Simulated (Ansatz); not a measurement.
# C: the cost of one run

Program: Ansatz 0.2.0. Level of theory: DFT PBE, scalar-relativistic, plane waves, PAW. These are calculated values, not measurements.

4 further runs of the same task are left out: 4 set aside as unsound or not needed.

### 1 Starting point

The structure is hexagonal, space group P6_3/mmc (No. 194). Conventional cell: a = 2.467 Å, b = 2.467 Å, c = 8.465 Å, α = 90.00°, β = 90.00°, γ = 120.00°. Around C (site symmetry -6m2) lie 3 C at 1.42 Å.

As a file:

```cif
data_structure
_symmetry_space_group_name_H-M 'P 1'
_symmetry_Int_Tables_number 1
_cell_length_a 2.4665
_cell_length_b 2.4665
_cell_length_c 8.4654
_cell_angle_alpha 90.000
_cell_angle_beta 90.000
_cell_angle_gamma 120.000
_cell_volume 44.60
loop_
_atom_site_label
_atom_site_type_symbol
_atom_site_fract_x
_atom_site_fract_y
_atom_site_fract_z
_atom_site_occupancy
C1 C 0.00000 0.00000 0.25000 1
C2 C 0.00000 0.00000 0.75000 1
C3 C 0.33333 0.66667 0.25000 1
C4 C 0.66667 0.33333 0.75000 1
```

It goes back to an entry of the Materials Project.

It is the result of an earlier relaxation at this level (volume 11.15 Å³/atom; gap on the mesh: none (metal)).

### 2 The unstrained reference

File input.yaml:

```yaml
crystal:
  lattice:
    - [2.4665327983, 0.0, 0.0]
    - [-1.2332663992, 2.1360800626, 0.0]
    - [0.0, 0.0, 8.4654480266]
  atoms:
    - { symbol: C, position: [0.0, 0.0, 0.25] }
    - { symbol: C, position: [0.0, 0.0, 0.75] }
    - { symbol: C, position: [0.3333333333, 0.6666666667, 0.25] }
    - { symbol: C, position: [0.6666666667, 0.3333333333, 0.75] }
basis:
  ecutwfc: 420
kpoints:
  mp_grid: { grid: [24, 24, 6] }
hamiltonian:
  xc: pbe
scf:
  occupations: { method: gaussian, width: 0.1 }
output:
  forces: true
  stress: true
  eigenvalues: true
```

Run with:

```sh
ansatz run input.yaml --threads 1 --pin off --max-ram 2560MiB --backend cpu --events-out ev --progress --plain --runs-dir out
```

Q: Estimate wall time and peak memory on 1 thread of Arm Neoverse V1, shared host.

About 7.3 s, with a peak of 0.37 GiB.
